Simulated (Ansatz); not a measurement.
**Computed properties of TaN**

```
Ta N
1.0
     3.04800    0.00000    0.00000
    -1.52400    2.63965    0.00000
     0.00000    0.00000    4.91800
Ta N
2 2
Direct
  0.00000 0.00000 0.00000
  0.00000 0.00000 0.50000
  0.33333 0.66667 0.25000
  0.66667 0.33333 0.75000
```

Atoms are numbered in the order listed.

The geometry is COD entry 1523630, unchecked; take it as a test cell.

No spin–orbit coupling, which matters for the heavy atoms here.

All numbers are computed: DFT, PBEsol, all-electron LAPW, scalar-relativistic (Ansatz 0.2.0); DFT, PBEsol, PAW with Ansatz's default frozen-core files, scalar-relativistic (Ansatz 0.2.0).

For LAPW: a Γ-centred 9×9×5 k mesh, Fermi–Dirac smearing of 0.01 eV, basis error target 0.5 meV/atom, no spin polarisation. PAW takes a cutoff of 420 eV at this cell (files made with PBE, cores remade for this functional). The Ansatz runs share mesh, smearing and spin set-up. Values come from LAPW unless marked.

| Property | Result |
| --- | --- |
| Pressure at this cell | 48.0 GPa |
| Volume per atom | 9.89 Å³ |

(1) Bader charges (from the PAW run): what does the calculation give?

(2) Band gap: what does the calculation give?

(3) Give the computed value. Löwdin charges (with 0.14 e of the cell spilling out of the atomic basis, so their sizes and signs hang on that basis).

(4) Density of states at the Fermi level (0.2 eV bin): what does the calculation give?

(5) Stress xx, yy, zz (compression positive): what does the calculation give?

## Answers

(1) Ta1 +1.72, N3 -1.72 e.

(2) none: bands cross the Fermi level, a metal.

(3) Ta1 0.71, N3 -0.64 e.

(4) 1.79 states/eV per cell.

(5) 20.25, 20.25, 103.41 GPa.
